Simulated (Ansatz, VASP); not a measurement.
One calculation of LiH, two programs

```
Li H
1.0
     0.00000    1.99847    1.99847
     1.99847    0.00000    1.99847
     1.99847    1.99847    0.00000
Li H
1 1
Cartesian
  0.0000 0.0000 0.0000
  1.9985 1.9985 1.9985
```

Alike in both runs: task single point; functional r2SCAN; k mesh 10 × 10 × 10; no spin polarisation.

|  | VASP | Ansatz |
| --- | --- | --- |
| version | VASP 6.6.1 | Ansatz 0.2.0 |
| potentials or method | VASP PAW PBE potentials, release 64 (Li_sv, H) | plane waves, PAW |
| plane-wave cutoff (eV) | 520 | 500 |
| occupations | gaussian, width 0.01 eV | fixed |
| valence electrons in the cell | 4 | 4 |

```tsv
	VASP	Ansatz	Ansatz less VASP
gap on the k mesh at the Fermi level (eV)	3.58	3.63	+0.048
```

Caveats: the PAW data sets were made with another functional, which shifts forces and pressure a little (VASP). r2SCAN opens gaps a little over a GGA but as a rule still falls short of measured ones. A k mesh can miss the band edges.
